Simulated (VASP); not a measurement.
# Ge (Imma) in VASP: equation of state

How stiff is Ge in PBE, and what volume does it want? The cell is scaled to several volumes.

Program: VASP 6.6.1. These are calculated values, not measurements. Logs are shortened: lines on timing, memory, paths and dates and some standing lists are left out, and cuts for length are marked.

**1. The crystal as given**

Symmetry: Imma, No. 74, orthorhombic system. Conventional cell: a = 4.992 Å, b = 5.302 Å, c = 2.874 Å, α = 90.00°, β = 90.00°, γ = 90.00°. Ge (site symmetry mm2) has 6 Ge at 2.68 to 2.87 Å as nearest neighbours.

This isn't the form of Ge at room conditions, which is diamond.

**2. Equation of state, PBE, 17.87 Å³/atom (volume scaled by 0.94)**

INCAR

```
SYSTEM = Ge
  PREC = Accurate
  ENCUT = 520
  EDIFF = 1E-7
  ISMEAR = -1
  SIGMA = 0.05
  LREAL = .FALSE.
  LASPH = .TRUE.
  NELM = 80
  ALGO = Normal
  ISIF = 2
  LWAVE = .FALSE.
  LCHARG = .FALSE.
  GGA = PE
  NBANDS = 21
```

KPOINTS

```
regular mesh
0
G
  11 11 11
  0 0 0
```

POSCAR

```
Ge
1.0
   -2.4449470096      2.5967485709      1.4076133202
    2.4449470096     -2.5967485709      1.4076133202
    2.4449470096      2.5967485709     -1.4076133202
Ge
2
Direct
    0.3140570000      0.0640570000      0.2500000000
    0.6859430000      0.9359430000      0.7500000000
```

Potentials or basis: VASP PAW PBE potentials, release 64 (Ge_d).

The run is started by

```sh
cat potpaw_PBE.64/Ge_d/POTCAR > POTCAR
mpirun -np 1 vasp_std > vasp.out
```

OUTCAR:

```text
SYSTEM = Ge
   PREC = Accurate
   ENCUT = 520
   EDIFF = 1E-7
   ISMEAR = -1
   LREAL = .FALSE.
   LASPH = .TRUE.
   NELM = 80
   ISIF = 2
   GGA = PE

 Found    216 irreducible k-points:

 Following reciprocal coordinates:
            Coordinates               Weight
  0.000000  0.000000  0.000000      1.000000
  0.090909 -0.000000  0.000000      4.000000
  0.181818 -0.000000  0.000000      4.000000
  0.272727  0.000000  0.000000      4.000000
  0.363636 -0.000000  0.000000      4.000000
  0.454545 -0.000000  0.000000      4.000000
   k-points           NKPTS =    216   k-points in BZ     NKDIM =    216   number of bands    NBANDS=     21
   number of dos      NEDOS =    301   number of ions     NIONS =      2
   total plane-waves  NPLWV =  27000
   dimension x,y,z NGX =    30 NGY =   30 NGZ =   30
   dimension x,y,z NGXF=    60 NGYF=   60 NGZF=   60
   ions per type =               2
   NGX,Y,Z   is equivalent  to a cutoff of  13.01, 13.01, 13.01 a.u.
   NGXF,Y,Z  is equivalent  to a cutoff of  26.01, 26.01, 26.01 a.u.
 SYSTEM =  Ge
   PREC   = accura    normal or accurate (medium, high low for compatibility)
   ISTART =      0    job   : 0-new  1-cont  2-samecut
   ICHARG =      2    charge: 1-file 2-atom 10-const
   ISPIN  =      1    spin polarized calculation?
   LNONCOLLINEAR =      F non collinear calculations
   LSORBIT =      F    spin-orbit coupling
   LASPH  =      T    aspherical Exc in radial PAW
   ENCUT  =  520.0 eV  38.22 Ry    6.18 a.u.   7.13  7.13  7.13*2*pi/ulx,y,z
   NELM   =     80;   NELMIN=  2; NELMDL= -5     # of ELM steps
   EDIFF  = 0.1E-06   stopping-criterion for ELM
   LREAL  =      F    real-space projection
   EDIFFG = 0.1E-05   stopping-criterion for IOM
   NSW    =      0    number of steps for IOM
   IBRION =     -1    ionic relax: 0-MD 1-quasi-New 2-CG
   NFREE  =      0    steps in history (QN), initial steepest desc. (CG)
   ISIF   =      2    stress and relaxation
   ISYM   =      2    0-nonsym 1-usesym 2-fastsym
   POTIM  = 0.5000    time-step for ionic-motion
   TEBEG  =    0.0;   TEEND  =   0.0 temperature during run
   PSTRESS=    0.0 pullay stress
   NELECT =      28.0000    total number of electrons
   NUPDOWN=      -1.0000    fix difference up-down
   EMIN   =  10.00;   EMAX   =-10.00  energy-range for DOS
   EFERMI =   0.00;   METHOD = LEGACY
   ISMEAR =    -1;   SIGMA  =   0.05  broadening in eV -4-tet -1-fermi 0-gaus
   EFERMI_NEDOS =   21; number of points for ismear=-14 and -15
   IALGO  =     38    algorithm
   IMIX   =      4    mixing-type and parameters
     AMIX     =   0.40;   BMIX     =  1.00
     AMIX_MAG =   1.60;   BMIX_MAG =  1.00
  volume/ion in A,a.u.               =      17.87       120.62
  Fermi-wavevector in a.u.,A,eV,Ry     =   1.509084  2.851754 30.984997  2.277333
  Thomas-Fermi vector in A             =   2.619453
   LORBIT       =      0    0 simple, 1 ext, 2 COOP (PROOUT), +10 PAW based schemes
   GGA     = PE    functional components
   LHFCALC =     F    Hartree Fock is set to
   AEXX    =    0.0000 exact exchange contribution
   IVDW    =     0    specifies the selected vdW correction
   LEPSILON=     F    determine dielectric tensor
   LRPA    =     F    only Hartree local field effects (RPA)
 non-spin polarized calculation
  energy-cutoff  :      520.00
  volume of cell :       35.75
 maximum number of plane-waves:       977
 NGX is ok and might be reduce to    30
   NGX = 15   NGY = 15   NGZ = 15

 number of electron      27.9999985 magnetization

 Free energy of the ion-electron system (eV)
  ---------------------------------------------------
  ext. energy  EPLUGINS =         0.00000000
  ---------------------------------------------------
  free energy    TOTEN  =        -8.50816277 eV

  energy without entropy =       -8.50221221  energy(sigma->0) =       -8.50518749

 E-fermi :   7.2498     XC(G=0): -11.5034

 val. band max:        7.2305704499   @ k =   0.4545   0.1818   0.0000
 cond. band min:       7.2532725799   @ k =  -0.0000   0.1818   0.0000
 fundamental gap:      0.0227021300
 Fermi energy:         7.2498318633

 k-point     1 :       0.0000    0.0000    0.0000
  band No.  band energies     occupation
      1     -17.5958      2.00000
      2     -17.5047      2.00000
      3     -17.5017      2.00000
      4     -17.5002      2.00000
      5     -17.4569      2.00000
      6     -17.4138      2.00000
[... 13 lines left out ...]
     20      18.2177      0.00000
     21      20.4057      0.00000

 k-point     2 :       0.0909   -0.0000    0.0000
  band No.  band energies     occupation
      1     -17.5884      2.00000
      2     -17.4968      2.00000
      3     -17.4961      2.00000
      4     -17.4869      2.00000
      5     -17.4590      2.00000
      6     -17.4170      2.00000
[... 13 lines left out ...]
     20      18.4280      0.00000
     21      19.5290      0.00000

 k-point     3 :       0.1818   -0.0000    0.0000
  band No.  band energies     occupation
      1     -17.5683      2.00000
      2     -17.4833      2.00000
      3     -17.4723      2.00000
      4     -17.4638      2.00000
      5     -17.4540      2.00000
      6     -17.4223      2.00000
[... 13 lines left out ...]
     20      16.5589      0.00000
     21      19.7122      0.00000

 k-point     4 :       0.2727    0.0000    0.0000
  band No.  band energies     occupation
      1     -17.5404      2.00000
      2     -17.4733      2.00000
      3     -17.4589      2.00000
      4     -17.4514      2.00000
      5     -17.4156      2.00000
      6     -17.4126      2.00000
[... 13 lines left out ...]
     20      15.3350      0.00000
     21      20.4186      0.00000

 k-point     5 :       0.3636   -0.0000    0.0000
  band No.  band energies     occupation
      1     -17.5113      2.00000
      2     -17.4733      2.00000
      3     -17.4447      2.00000
      4     -17.4405      2.00000
      5     -17.4193      2.00000
      6     -17.4176      2.00000
[... 13 lines left out ...]
     20      15.8801      0.00000
     21      21.6649      0.00000

 k-point     6 :       0.4545   -0.0000    0.0000
  band No.  band energies     occupation
      1     -17.4874      2.00000
      2     -17.4672      2.00000
      3     -17.4505      2.00000
      4     -17.4466      2.00000
      5     -17.4323      2.00000
      6     -17.4139      2.00000
[... 13 lines left out ...]
     20      18.4823      0.00000
     21      19.3105      0.00000

 [... further k-points ...]

------------------------ aborting loop because EDIFF is reached ----------------------------------------

  FORCE on cell =-STRESS in cart. coord.  units (eV):
  Direction    XX          YY          ZZ          XY          YZ          ZX
  --------------------------------------------------------------------------------------
  -------------------------------------------------------------------------------------
  Total        1.7211219      1.2320505      1.3481558      0.0000000      0.0000000      0.0000000
  in kB       77.1399753     55.2199970     60.4237898      0.0000000      0.0000000      0.0000000
  external PRESSURE =      64.2612540 kB  Pullay stress =       0.0000000 kB

 VOLUME and BASIS-vectors are now :
 -----------------------------------------------------------------------------
  energy-cutoff  :      520.00
  volume of cell :       35.75
      direct lattice vectors                 reciprocal lattice vectors
    -2.444947010  2.596748571  1.407613320     0.000000000  0.192548484  0.355211188
     2.444947010 -2.596748571  1.407613320     0.204503410  0.000000000  0.355211188
     2.444947010  2.596748571 -1.407613320     0.204503410  0.192548484  0.000000000

 POSITION                                       TOTAL-FORCE (eV/Angst)
 -----------------------------------------------------------------------------------
      0.00000      1.29837      0.18033        -0.000000      0.000000      0.047500
      2.44495      1.29837      1.22728         0.000000     -0.000000     -0.047500
 -----------------------------------------------------------------------------------
    total drift:                               -0.000000     -0.000000      0.000000

  FREE ENERGIE OF THE ION-ELECTRON SYSTEM (eV)
  ---------------------------------------------------
  free  energy   TOTEN  =        -8.5081627727 eV

  energy  without entropy=       -8.5022122116  energy(sigma->0) =       -8.50518749
```

It took 4.2 min on 1 thread of AMD EPYC 7R43 (Zen 3), shared host; peak memory 0.22 GiB.

What came out:

```
Free energy            : -8.5082 eV
Pressure               : 6.4 GPa
Largest force          : 0.048 eV/Å
Band gap on the k mesh : none (metal or under the smearing width)
```

**3. Equation of state, PBE, 18.25 Å³/atom (volume scaled by 0.96)**

INCAR

```
ALGO = Normal
EDIFF = 1E-7
ENCUT = 520
GGA = PE
ISIF = 2
ISMEAR = -1
LASPH = T
LCHARG = F
LREAL = F
LWAVE = F
NBANDS = 21
NELM = 60
PREC = Accurate
SIGMA = 0.05
```

KPOINTS

```
k-points
0
Gamma
  11 11 11
```

POSCAR

```
Ge
1.0
   -2.4621655136      2.6150361352      1.4175264166
    2.4621655136     -2.6150361352      1.4175264166
    2.4621655136      2.6150361352     -1.4175264166
Ge
2
Direct
    0.3140570000      0.0640570000      0.2500000000
    0.6859430000      0.9359430000      0.7500000000
```

Potentials or basis: VASP PAW PBE potentials, release 64 (Ge_d).

The run is started by

```sh
cat potpaw_PBE.64/Ge_d/POTCAR > POTCAR
mpirun -np 1 vasp_std > vasp.out
```

Wall time 3.7 min (1 thread of AMD EPYC 7R43 (Zen 3), shared host); peak memory 0.23 GiB.

It converged, with:

| Item | Value |
| --- | --- |
| Free energy | -8.5342 eV |
| Pressure | 4.5 GPa |
| Largest force | 0.051 eV/Å |
| Band gap on the k mesh | none (metal or under the smearing width) |

**4. Equation of state, PBE, 18.63 Å³/atom (volume scaled by 0.98)**

INCAR

```
SYSTEM = Ge
PREC = Accurate ; ENCUT = 520
EDIFF = 1E-7 ; ISMEAR = -1
SIGMA = 0.05 ; LREAL = .FALSE.
LASPH = .TRUE. ; NELM = 80
ALGO = Normal ; ISIF = 2
LWAVE = .FALSE. ; LCHARG = .FALSE.
GGA = PE ; NBANDS = 21
```

KPOINTS

```
regular mesh
0
G
  11 11 11
  0 0 0
```

POSCAR

```
Ge
1.0
   -2.4791465020      2.6330714371      1.4273027698
    2.4791465020     -2.6330714371      1.4273027698
    2.4791465020      2.6330714371     -1.4273027698
Ge
2
Direct
    0.3140570000      0.0640570000      0.2500000000
    0.6859430000      0.9359430000      0.7500000000
```

The run is started by

```sh
cat potpaw_PBE.64/Ge_d/POTCAR > POTCAR
mpirun -np 1 vasp_std > vasp.out
```

Wall time 3.6 min (1 thread of AMD EPYC 7R43 (Zen 3), shared host); peak memory 0.22 GiB.

The run converged. Its results:

```
Free energy            : -8.5516 eV
Pressure               : 2.7 GPa
Largest force          : 0.054 eV/Å
Band gap on the k mesh : none (metal or under the smearing width)
```

**5. Equation of state, PBE, 19.39 Å³/atom (volume scaled by 1.02)**

INCAR

```
ALGO     = Normal         # electronic algorithm
EDIFF    = 1E-7           # SCF threshold, eV
ENCUT    = 520            # plane-wave cutoff, eV
GGA      = PE             # functional
ISIF     = 2              # what is computed and relaxed
ISMEAR   = -1             # smearing method
LASPH    = True           # aspherical terms in the spheres
LCHARG   = False          # write CHGCAR
LREAL    = False          # projectors in reciprocal space
LWAVE    = False          # write WAVECAR
NBANDS   = 21             # bands
NELM     = 60             # most SCF steps
PREC     = Accurate       # precision mode
SIGMA    = 0.05           # smearing width, eV
```

KPOINTS

```
k-points
0
Gamma
  11 11 11
```

POSCAR

```
Ge
1.0
   -2.5124276075      2.6684188957      1.4464634826
    2.5124276075     -2.6684188957      1.4464634826
    2.5124276075      2.6684188957     -1.4464634826
Ge
2
Direct
    0.3140570000      0.0640570000      0.2500000000
    0.6859430000      0.9359430000      0.7500000000
```

The run is started by

```sh
cat potpaw_PBE.64/Ge_d/POTCAR > POTCAR
mpirun -np 1 vasp_std > vasp.out
```

Run time: 3.9 min. Hardware: 1 thread of AMD EPYC 7R43 (Zen 3), shared host; peak memory 0.23 GiB.

Results (log left out):

| Quantity | Value |
| --- | --- |
| Free energy | -8.5636 eV |
| Pressure | -0.2 GPa |
| Largest force | 0.059 eV/Å |
| Band gap on the k mesh | none (metal or under the smearing width) |

**6. Equation of state, PBE, 19.78 Å³/atom (volume scaled by 1.04)**

INCAR

```
ALGO = Normal ; EDIFF = 1E-7
ENCUT = 520 ; GGA = PE
ISIF = 2 ; ISMEAR = -1
LASPH = T ; LCHARG = F
LREAL = F ; LWAVE = F
NBANDS = 21 ; NELM = 100
PREC = Accurate ; SIGMA = 0.05
```

KPOINTS is that of step 5.

POSCAR

```
Ge
1.0
   -2.5287425297      2.6857467767      1.4558563658
    2.5287425297     -2.6857467767      1.4558563658
    2.5287425297      2.6857467767     -1.4558563658
Ge
2
Direct
    0.3140570000      0.0640570000      0.2500000000
    0.6859430000      0.9359430000      0.7500000000
```

Potentials or basis: VASP PAW PBE potentials, release 64 (Ge_d).

The run is started by

```sh
cat potpaw_PBE.64/Ge_d/POTCAR > POTCAR
mpirun -np 1 vasp_std > vasp.out
```

Wall time 4 min (1 thread of AMD EPYC 7R43 (Zen 3), shared host); peak memory 0.23 GiB.

Results (log left out):

```yaml
Free_energy: -8.5599 eV
Pressure: -1.4 GPa
Largest_force: 0.060 eV/Å
Band_gap_on_the_k_mesh: none (metal or under the smearing width)
```

**7. Equation of state, PBE, 20.16 Å³/atom (volume scaled by 1.06)**

INCAR

```
SYSTEM = Ge
ALGO = Normal ; EDIFF = 1E-7
ENCUT = 520 ; GGA = PE
ISIF = 2 ; ISMEAR = -1
LASPH = .TRUE. ; LCHARG = .FALSE.
LREAL = .FALSE. ; LWAVE = .FALSE.
NBANDS = 21 ; NELM = 80
PREC = Accurate ; SIGMA = 0.05
```

KPOINTS

```
k-points
0
G
  11 11 11
  0 0 0
```

POSCAR

```
Ge
1.0
   -2.5448496043      2.7028539053      1.4651295863
    2.5448496043     -2.7028539053      1.4651295863
    2.5448496043      2.7028539053     -1.4651295863
Ge
2
Direct
    0.3140570000      0.0640570000      0.2500000000
    0.6859430000      0.9359430000      0.7500000000
```

The run is started by

```sh
cat potpaw_PBE.64/Ge_d/POTCAR > POTCAR
mpirun -np 1 vasp_std > vasp.out
```

It took 3.6 min on 1 thread of AMD EPYC 7R43 (Zen 3), shared host; peak memory 0.24 GiB.

It converged, with:

```yaml
Free_energy: -8.5507 eV
Pressure: -2.5 GPa
Largest_force: 0.059 eV/Å
Band_gap_on_the_k_mesh: none (metal or under the smearing width)
```

**8. Equation of state, PBE**

Potentials or basis: VASP PAW PBE potentials, release 64 (Ge_d).

No new run: the results of the series are fitted here.

Results:

```
Equilibrium volume                        : 19.35 Å³/atom
Bulk modulus at fixed shape and positions : 67 GPa
Pressure derivative of the bulk modulus   : 4.8
```

Energy against volume, from the lowest point:
```csv
volume (Å³/atom),energy (meV/atom)
17.874,27.71
18.254,14.67
18.634,6.01
19.014,1.26
19.395,0.00
19.775,1.85
20.155,6.46
```

Caveat: the cell was scaled at fixed shape and fractional positions, which overstates the stiffness of a crystal with free parameters, most of all of layers and chains.
